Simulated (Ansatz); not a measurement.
# MgS (F-43m):H_i (4-fold void), thermodynamic levels from a 72-atom cell

Wanted: the transition levels of a hydrogen interstitial in MgS (F-43m), from a cell of 72 host atoms with 1 H put in.

Main program and level: Ansatz 0.2.0; place-levels on PBEsol runs: charge-transition levels and formation energies with image-charge correction and potential alignment at the atomic sites.

**1. The starting structure**

The cell holds 73 atoms: 36 Mg, 36 S and 1 H. Cell: a = 11.989 Å, b = 11.989 Å, c = 15.985 Å, α = 60.0°, β = 60.0°, γ = 60.0°. It derives from MgS (space group F-43m). Nearest the centre at fractional (0.250, 0.250, 0.688): H73 at 0.00 Å, Mg37 at 2.45 Å, Mg39 at 2.45 Å, Mg15 at 2.45 Å, Mg31 at 2.45 Å, S30 at 2.83 Å, S14 at 2.83 Å, S8 at 2.83 Å.

Coordinates:

```xyz
73
Lattice="0.0000 8.4773 8.4773 8.4773 0.0000 8.4773 11.3031 11.3031 0.0000" Properties=species:S:1:pos:R:3 pbc="T T T"
Mg    0.0000    0.0000    0.0000
S     1.4129    1.4129    1.4129
Mg    2.8258    2.8258    0.0000
S     4.2386    4.2386    1.4129
Mg    5.6515    5.6515    0.0000
S     7.0644    7.0644    1.4129
Mg    8.4773    8.4773    0.0000
S     9.8902    9.8902    1.4129
Mg    2.8258    0.0000    2.8258
S     4.2386    1.4129    4.2386
Mg    5.6515    2.8258    2.8258
S     7.0644    4.2386    4.2386
Mg    8.4773    5.6515    2.8258
S     9.8902    7.0644    4.2386
Mg   11.3031    8.4773    2.8258
S    12.7159    9.8902    4.2386
Mg    5.6515    0.0000    5.6515
S     7.0644    1.4129    7.0644
Mg    8.4773    2.8258    5.6515
S     9.8902    4.2386    7.0644
Mg   11.3031    5.6515    5.6515
S    12.7159    7.0644    7.0644
Mg   14.1288    8.4773    5.6515
S    15.5417    9.8902    7.0644
Mg    0.0000    2.8258    2.8258
S     1.4129    4.2386    4.2386
Mg    2.8258    5.6515    2.8258
S     4.2386    7.0644    4.2386
Mg    5.6515    8.4773    2.8258
S     7.0644    9.8902    4.2386
Mg    8.4773   11.3031    2.8258
S     9.8902   12.7159    4.2386
Mg    2.8258    2.8258    5.6515
S     4.2386    4.2386    7.0644
Mg    5.6515    5.6515    5.6515
S     7.0644    7.0644    7.0644
Mg    8.4773    8.4773    5.6515
S     9.8902    9.8902    7.0644
Mg   11.3031   11.3031    5.6515
S    12.7159   12.7159    7.0644
Mg    5.6515    2.8258    8.4773
S     7.0644    4.2386    9.8902
Mg    8.4773    5.6515    8.4773
S     9.8902    7.0644    9.8902
Mg   11.3031    8.4773    8.4773
S    12.7159    9.8902    9.8902
Mg   14.1288   11.3031    8.4773
S    15.5417   12.7159    9.8902
Mg    0.0000    5.6515    5.6515
S     1.4129    7.0644    7.0644
Mg    2.8258    8.4773    5.6515
S     4.2386    9.8902    7.0644
Mg    5.6515   11.3031    5.6515
S     7.0644   12.7159    7.0644
Mg    8.4773   14.1288    5.6515
S     9.8902   15.5417    7.0644
Mg    2.8258    5.6515    8.4773
S     4.2386    7.0644    9.8902
Mg    5.6515    8.4773    8.4773
S     7.0644    9.8902    9.8902
Mg    8.4773   11.3031    8.4773
S     9.8902   12.7159    9.8902
Mg   11.3031   14.1288    8.4773
S    12.7159   15.5417    9.8902
Mg    5.6515    5.6515   11.3031
S     7.0644    7.0644   12.7159
Mg    8.4773    8.4773   11.3031
S     9.8902    9.8902   12.7159
Mg   11.3031   11.3031   11.3031
S    12.7159   12.7159   12.7159
Mg   14.1288   14.1288   11.3031
S    15.5417   15.5417   12.7159
H     9.8902    9.8902    4.2386
```

Known beforehand: the electronic dielectric constant, 4.14, and the static one, 6.69, computed on the host (DFPT, PBEsol).

The cell's shortest repeat is 12.0 Å.

**2. Charge states**

Levels follow from differences of total energies between charge states, each relaxed by itself.

Random displacements of about 0.03 Å break the site symmetry at the start, so that the relaxation can reach a distorted minimum if there is one. Forces are taken at one point at (¼, ¼, ¼). The cell holds 1 electron more than the neutral one, with a uniform background that keeps it neutral on the whole.

One state's input; the others differ in charge, spin, start and seed, and in occupations where the table says so.

qm1.relax/input.yaml reads:

```yaml
crystal:
  lattice:
    - [0.0, 2.8257662, 2.8257662]
    - [2.8257662, 0.0, 2.8257662]
    - [2.8257662, 2.8257662, 0.0]
  atoms:
    - { symbol: Mg, position: [0.0, 0.0, 0.0] }
    - { symbol: S, position: [0.25, 0.25, 0.25] }
  supercell: [3, 3, 4]
  defects: [{ interstitial: { symbol: H, position: [0.25, 0.25, 0.6875] } }]
total_charge: -1
basis:
  ecutwfc: 420
  xc_grid: 2
hamiltonian:
  xc: pbesol
kpoints:
  mp_grid: { grid: [1, 1, 1], shift: [0.25, 0.25, 0.25] }
scf:
  occupations: { method: fixed }
  max_iter: 60
output:
  forces: true
  charged_corrections: { epsilon: 4.14, static_epsilon: 6.69 }
relax:
  f_tol: 0.03
  max_steps: 80
  random_displacement: { amplitude: 0.03, seed: 612 }
checkpoint:
  write: "../qm1.relax.run"
  compress: false
  write_wavefunctions: true
  write_every: 100000
```

On the command line:

```sh
> ansatz run input.yaml --threads 4 --pin off --max-ram 6594MiB --backend cpu --events-out ev --progress --plain --runs-dir out
```

The run of this state that the levels use, under PBEsol:

qm1.point/input.yaml reads:

```yaml
crystal:
  checkpoint: "../qm1.relax.run"
  host: checkpoint
total_charge: -1
basis:
  ecutwfc: 420
  xc_grid: 2
hamiltonian:
  xc: pbesol
kpoints:
  mp_grid: { grid: [1, 1, 1], shift: [0.25, 0.25, 0.25] }
scf:
  occupations: { method: fixed }
  max_iter: 60
output:
  forces: true
  eigenvalues: true
  charged_corrections:
    epsilon: 4.14
    static_epsilon: 6.69
    defect_position: [0.25, 0.25, 0.6875]
  eigenstates: { localisation: true }
  populations: true
  band_densities: [{ bands: [v1, v1] }, { bands: [c1, c1] }]
  write_density: true
  write_potential: true
  volumetric_format: npy
checkpoint:
  read: "../qm1.relax.run"
  write: "../qm1.point.run"
  compress: false
  write_wavefunctions: false
  write_every: 100000
```

Relaxations under PBEsol at one point at (¼, ¼, ¼); times on 4 threads of Arm Neoverse V2, shared host:

| charge | moment (μB) | occupations | outcome | steps | largest displacement against the far atoms (Å) | time |
| --- | --- | --- | --- | --- | --- | --- |
| −1 | 0 | fixed | converged | 5 | 0.36 | 1.7 min |
| 0 | 1 | fixed | converged | 4 | 0.07 | 2.7 min |
| +1 | 0 | fixed | converged | 25 | 2.19 | 7.3 min |

Single points under PBEsol at one point at (¼, ¼, ¼); times on 4 threads of Arm Neoverse V2, shared host:

```csv
charge,moment (μB),occupations,outcome,time
−1,0,fixed,converged,25 s
0,1,fixed,converged,56 s
+1,0,fixed,converged,25 s
```

Distances (Å) from H73 to the nearest atoms after relaxation with PBEsol:

| charge | moment (μB) | 1. | 2. | 3. | 4. | 5. | 6. |
| --- | --- | --- | --- | --- | --- | --- | --- |
| −1 | 0 | Mg 2.10 | Mg 2.13 | Mg 2.15 | Mg 2.15 | S 2.95 | S 2.95 |
| 0 | 1 | Mg 2.38 | Mg 2.40 | Mg 2.40 | Mg 2.41 | S 2.84 | S 2.84 |
| +1 | 0 | S 1.38 | Mg 2.48 | S 2.64 | Mg 2.69 | Mg 2.72 | S 2.88 |

**3. place-levels, PBEsol**

A charged cell interacts with its images and the background, and its potential has another zero than the host's. place-levels removes the first by a point-charge model, screened by the static dielectric constant since the ions have relaxed around the charge, and the second by comparing potentials at atoms far from the defect.

The host is a run of the defect-free crystal in the same cutoffs, grids and k-points, so that basis and sampling errors cancel in part in the differences. The host is run in a cell of 2 atoms on a matching mesh. Its band edges are searched through the zone by a band path, so the gap is smaller than, or equal to, that on the mesh. Chemical potentials are energies per atom of H (H2 molecule), run with the same functional and cutoff.

levels.point.yaml reads:

```yaml
host:
  run: host.point.run
states: [qm1.point.run, q0_M1.point.run, qp1.point.run]
geometry_from:
  qm1.point.run: qm1.relax.run
  q0_M1.point.run: q0_M1.relax.run
  qp1.point.run: qp1.relax.run
  host.point.run: host.relax.run
chemical_potentials:
  H:
    energy: -15.609288
    dataset: "<sha256 of the dataset>"
```

On the command line:

```sh
> ansatz place-levels levels.point.yaml -- --threads 4 --pin off --max-ram 6594MiB
```

Numbers of over 12 decimals in the logs are rounded to 6 here.

Output:

```text
[... repeated set-up lines and file paths are left out, and long positions are rounded to six places ...]
(+1/0) 2.468 eV above the valence edge, 0.847 eV under the conduction edge; not on the lower envelope
(0/-1) 1.241 eV above the valence edge, 2.074 eV under the conduction edge; not on the lower envelope
(+1/-1) 1.855 eV above the valence edge, 1.461 eV under the conduction edge: charges between them are lowest nowhere
formation energy of charge +1: -0.503 eV with the Fermi level at the valence edge
formation energy of charge 0: +1.965 eV with the Fermi level at the valence edge
formation energy of charge -1: +3.206 eV with the Fermi level at the valence edge
  edges by pbesol, gap 3.315 eV; the host is sampled to repeats of 11.99 Å
  the defect's cells are sampled to repeats of 11.99 Å, like sampling
  charge +1: -100810.0797 eV with its correction of +0.237 eV, at epsilon 6.69, aligned at sites: -0.0235 eV, mean over 42 atomic sites at or beyond 5.99 Å from the defect at [0.2500, 0.2500, 0.6875], with -0.008876 for the charge's moments and without [...]
  charge 0: +0.000 eV for its dipole among its images, +0.000 omitted
  charge -1: -100800.1265 eV with its correction of +0.226 eV, at epsilon 6.69, aligned at sites: +0.0338 eV, mean over 42 atomic sites at or beyond 5.99 Å from the defect at [0.2500, 0.2500, 0.6875], with -0.000235 for the charge's moments and without [...]
  of states[2] (qp1.point.run): how wide its charge is, is not read beside other atoms or cores, and a band state would take no correction. [...]
  of states[1] (q0_M1.point.run): stability_check_not_made
  of states[0] (qm1.point.run): how wide its charge is, is not read beside other atoms or cores, and a band state would take no correction. [...]
```

The job ended after 0.17 s (4 threads of Arm Neoverse V2, shared host).

Levels between the charges placed, in eV above the valence top:

|  | gap (eV) | (+1/0) | (0/−1) |
| --- | --- | --- | --- |
| PBEsol | 3.32 | 2.47 | 1.24 |

Corrections by state:

```
charge  moment (μB)  image terms and alignment (eV)  band filling (eV)  ε used  over the lowest of its charge, as the program ranks them, band filling apart (eV)
    +1          0.0                           0.237                  -    6.69                                                                              0.000
     0          1.0                           0.000                  -       -                                                                              0.000
    −1          0.0                           0.226                  -    6.69                                                                              0.000
```

From the program's caveats on the states, each cut to its opening words:

- charge +1, −1: how wide its charge is, is not read beside other atoms or cores, and a band state would take no correction
- charge 0 (1 μB): flagged: stability check not made

The host's formation energy from the elements is -1.415 eV per atom; it sets how far the chemical potentials can move.

Limit set by the element alone; other compounds of these elements are not counted. Chemical potentials from the elements' reference states: Mg 0.00 eV, S -2.83 eV, H 0.00 eV. Formation energies (Mg-rich), with the Fermi level at the valence top and at the conduction bottom (gap 3.32 eV):

```
charge  at valence top (eV)  at conduction bottom (eV)  correction included (eV)
    +1                -0.50                       2.81                      0.24
     0                 1.97                       1.97                      0.00
    −1                 3.21                      -0.11                      0.23
```

(Fermi level (eV), lowest formation energy (eV)): (0.00, -0.50), (0.30, -0.20), (0.60, 0.10), (0.90, 0.40), (1.20, 0.70), (1.51, 1.00), (1.81, 1.31), (2.11, 1.10), (2.41, 0.79), (2.71, 0.49), (3.01, 0.19), (3.32, -0.11)

Limit set by the element alone; other compounds of these elements are not counted. Chemical potentials from the elements' reference states: S 0.00 eV, Mg -2.83 eV, H 0.00 eV. Formation energy by charge state (S-rich; gap 3.32 eV):

| charge | at valence top (eV) | at conduction bottom (eV) | correction included (eV) |
| --- | --- | --- | --- |
| +1 | -0.50 | 2.81 | 0.24 |
| 0 | 1.97 | 1.97 | 0.00 |
| −1 | 3.21 | -0.11 | 0.23 |

(Fermi level (eV), lowest formation energy (eV)): (0.00, -0.50), (0.30, -0.20), (0.60, 0.10), (0.90, 0.40), (1.20, 0.70), (1.51, 1.00), (1.81, 1.31), (2.11, 1.10), (2.41, 0.79), (2.71, 0.49), (3.01, 0.19), (3.32, -0.11)

**4. Outcome**

| Property | Result |
| --- | --- |
| gap of the host | 3.32 eV (PBEsol) |
| level (plus 1/0) | 2.47 eV above the valence top, not a change between lowest states |
| level (0/minus 1) | 1.24 eV above the valence top, not a change between lowest states |
| level (plus 1/minus 1) | 1.85 eV above the valence top |
| lowest of the charges placed, just above the valence top (0.02 eV) | +1 |
| lowest of the charges placed, just below the conduction bottom (0.02 eV) | −1 |
| lowest formation energy at mid-gap of the charges run, Mg-rich | 1.15 eV |
| lowest formation energy at mid-gap of the charges run, S-rich | 1.15 eV |

In words: Of the charges placed (−1, 0 and +1), the lowest changes at 1.85 eV (+1/−1) above the valence top, in a gap of 3.32 eV. (+1/−1) passes over charge 0, which lies 0.61 eV above the two there; a lower structure or spin state of it, if missed, would change that. Charges above +1 and below −1 were not placed, so these runs say nothing of levels that involve them. States placed: +1 at 0 μB; 0 at 1 μB; −1 at 0 μB. Other spin states or structures, where not listed, weren't placed. At charge +1 the atom put in ends up to 2.2 Å from its starting place, so the name tells the start alone and the levels can join different sites. H is taken at its element; compounds, which aren't counted here, bound the chemical potentials and would shift these formation energies. What this leaves open: one k-point off the zone centre stands for the whole zone; PBEsol makes the gap too small and tends to spread out bound carriers.

[Logs are printed without paths, hosts, clocks, repeated set-up lines and the standing remarks that a program may print on its own settings, such as how far it seeks lower states.]

[Hosts, paths, dates, database ids (printed as entryN), source tags and the programs' standing remarks are cut or masked in the printed files.]

[Where a table of states has a column of steps, it counts the stored structures, which are thinned; the runs took as many ionic steps or more.]

[A defect's name tells the site on which it was built; relaxed atoms can leave that site.]

[For some hosts the program warned that the k-mesh of the response run may be too coarse for force constants and the static dielectric constant; such warnings are not shown here.]
